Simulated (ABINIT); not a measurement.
Crystal: Al2Au.

```
CELL_PARAMETERS angstrom
0.00000 3.00000 3.00000
3.00000 0.00000 3.00000
3.00000 3.00000 0.00000
ATOMIC_POSITIONS crystal
Au 0.00000 0.00000 0.00000
Al 0.75000 0.75000 0.75000
Al 0.25000 0.25000 0.25000
```

| Quantity | Value |
| --- | --- |
| Program | ABINIT 10.8.3 (patched build) |
| Task | single point |
| Functional | PBE |
| Potentials or basis | JTH PAW PBE v2.0 |
| Cutoff | 544 eV |
| k mesh | 8 × 8 × 8 |
| Occupations | fermi-dirac, width 0.05 eV |
| Spin | no spin polarisation |

On this cell: pressure 3.1 GPa; largest force zero by symmetry; band gap on the k mesh none (metal or under the smearing width).

The same run follows on a disturbed copy (atoms moved at random, drawn with an rms of 0.05 Å):

```
Au Al
1.0
     0.00000    3.00000    3.00000
     3.00000    0.00000    3.00000
     3.00000    3.00000    0.00000
Au Al
1 2
Direct
  0.99065 0.99085 0.01134
  0.73103 0.75675 0.76314
  0.24172 0.25162 0.25995
```

**Question.** What does the disturbed cell give?

**Answer.** The energy (extrapolated to zero smearing) moves by +4.2 meV/atom; pressure 3.2 GPa; largest force 0.415 eV/Å; band gap on the k mesh none (metal or under the smearing width).

Forces on the atoms (eV/Å):
```
Au   0.340 -0.104  0.213
Al  -0.248  0.111 -0.043
Al  -0.092 -0.006 -0.171
```

Stress tensor (GPa, compression positive):
```
 3.19 -0.41 -0.39
-0.41  3.26  0.51
-0.39  0.51  3.23
```
